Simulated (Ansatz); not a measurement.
# W3C: the cost of one run

Computed with Ansatz 0.2.0 (DFT PBE, scalar-relativistic, plane waves, PAW, unless a step's input says otherwise).

6 further runs of the same task are left out: 6 set aside as unsound or not needed.

### 1 Starting point

It takes space group Fm-3m (No. 225, cubic). The conventional cell has a = 4.037 Å, b = 4.037 Å, c = 4.037 Å, α = 90.00°, β = 90.00°, γ = 90.00°. W (site symmetry m-3m) has 12 W at 2.85 Å as nearest neighbours.

Structure file:

```xyz
1
Lattice="0.0000 2.0185 2.0185 2.0185 0.0000 2.0185 2.0185 2.0185 0.0000" Properties=species:S:1:pos:R:3 pbc="T T T"
W     0.0000    0.0000    0.0000
```

It is the result of an earlier relaxation at this level (volume 16.45 Å³/atom; gap on the mesh: none (metal)).

### 2 Setting up the map

Atoms count from 1 in the order of the input.

C is moved over the surface cell; relaxed at each place: the height of the adsorbate's atoms; substrate rigid; the origin of the map has the adsorbate above W3.

The axes are (1) position of C4 along the first surface vector, from above W3: 6 values from 0.000 to 0.833, periodic; (2) position of C4 along the second surface vector, from above W3: 6 values from 0.000 to 0.833, periodic.

Relaxed at each point: the height of the adsorbate's atoms; substrate rigid. Points are written as (first, second).

The two vectors of the plane (Å): (2.855, 0.000, 0.000); (-1.427, 2.472, 0.000).

### 3 The run at (0/6, 0/6) of the map's two axes

The input, input.yaml:

```yaml
crystal:
  lattice:
    - [2.8545944806, 0.0, 0.0]
    - [-1.4272972403, 2.4721513377, 0.0]
    - [0.0, 0.0, 20.1971108355]
  atoms:
    - { symbol: W, position: [0.6666666667, 0.3333333333, 0.1980481284] }
    - { symbol: W, position: [0.3333333333, 0.6666666667, 0.3143337982] }
    - { symbol: W, position: [0.0, 0.0, 0.4306116309] }
    - { symbol: C, position: [0.0, 0.0, 0.5484502673] }
basis:
  ecutwfc: 420
kpoints:
  mp_grid: { grid: [9, 9, 1] }
hamiltonian:
  xc: pbe
scf:
  occupations: { method: gaussian, width: 0.1 }
output:
  forces: true
  eigenvalues: true
relax:
  adjacent_minimum: "off"
  f_tol: 0.025
  max_steps: 16
  constraints: [{ sites: [0, 1, 2] }, { sites: [3], fix: xy }]
efield:
  axis: 3
  dipole_correction: true
  ramp_width: 0.04
```

Launch:

```sh
> ansatz run input.yaml --threads 1 --pin off --max-ram 3072MiB --backend cpu --events-out ev --progress --plain --runs-dir out
```

**Question.** How long does this run take on 1 thread of Intel Xeon Platinum 8375C at 2.90GHz (Ice Lake), shared host, and how much memory does it need?

About 20 s, with a peak of 0.41 GiB.
